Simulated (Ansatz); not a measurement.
Energy landscape near a Sr structure

These are results of DFT PBE, scalar-relativistic, plane waves, PAW in Ansatz 0.2.0, not measurements.

Settings: cutoff 420 eV, Γ-centred mesh 10×10×10 on the computed 2-atom cell, Gaussian smearing of 0.10 eV; no spin polarisation.

Reference cell:

```
Sr
1.0
    -3.70636    3.70636    2.02088
     3.70636   -3.70636    2.02088
     3.70636    3.70636   -2.02088
Sr
2
Direct
  0.75000 0.25000 0.50000
  0.00000 0.00000 0.00000
```

Each variant moves atoms of this cell by the vectors given, if any (Å), and then applies a symmetric strain (tensor components, Cartesian axes). The reference cell isn't relaxed at this level. Energies are per atom at zero smearing, counted from the lowest variant. Pressure is positive in compression.

1. no strain; moves: Sr2 (0.000, 0.375, 0.000)
2. strain (xx yy zz yz xz xy, %) 2.26 5.82 3.37 0.00 -0.50 0.00; moves: Sr1 (0.178, 0.000, 0.175); Sr2 (-0.178, 0.000, -0.175)
3. strain (xx yy zz yz xz xy, %) -2.80 -2.80 6.20 0.00 0.00 0.00
4. strain (xx yy zz yz xz xy, %) 2.44 5.21 1.63 0.00 0.00 -6.00; moves: Sr1 (0.000, 0.000, -0.060); Sr2 (0.000, 0.000, 0.060)

```json
{"result": "A", "ΔE (meV/atom)": "0.0", "P (GPa)": "-0.61", "largest force (eV/Å)": "0.05"}
{"result": "B", "ΔE (meV/atom)": "78.9", "P (GPa)": "0.25", "largest force (eV/Å)": "0.78"}
{"result": "C", "ΔE (meV/atom)": "101.9", "P (GPa)": "-0.58", "largest force (eV/Å)": "0.79"}
{"result": "D", "ΔE (meV/atom)": "41.1", "P (GPa)": "0.00", "largest force (eV/Å)": "0.00"}
```

Q: Which variant gave which result?

A: A is 4, B is 1, C is 2, D is 3.

This form isn't the element's structure at ambient conditions.